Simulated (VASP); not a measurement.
The system is SnO.

```
Sn O
1.0
     3.81370    0.00000    0.00000
     0.00000    3.81370    0.00000
     0.00000    0.00000    4.88691
Sn O
2 2
Cartesian
  1.9068 0.0000 3.7367
  0.0000 1.9068 1.1503
  0.0000 0.0000 0.0000
  1.9068 1.9068 0.0000
```

The cell is a database's computed one.

Program: VASP 6.6.1. Alike in all runs: no spin polarisation; cell as given.

Q: Order these runs on this cell by their pressure, lowest first.
A. level PBE; potentials or basis VASP PAW PBE potentials, release 64 (Sn_d, O); k mesh 7 × 7 × 6; cutoff (eV) 520; smearing gaussian 0.02 eV
B. level RPBE; potentials or basis VASP PAW PBE potentials, release 64 (Sn_d, O_s); k mesh 6 × 6 × 5; cutoff (eV) 400; smearing gaussian 0.05 eV; other keys k = 6 × 6 × 5
C. level LDA; potentials or basis VASP PAW LDA potentials, release 64 (Sn_d, O_h); k mesh 7 × 7 × 6; cutoff (eV) 900; smearing tetrahedron

A: C (-3.2 GPa), A (3.8 GPa), B (6.4 GPa).

Caveats: the cutoff is under 1.25 times the usual one of these potentials, so pressure, stress and relaxed cells hold a basis-set (Pulay) error (some runs); the PAW data sets were made with another functional, which shifts forces and pressure a little (some runs).
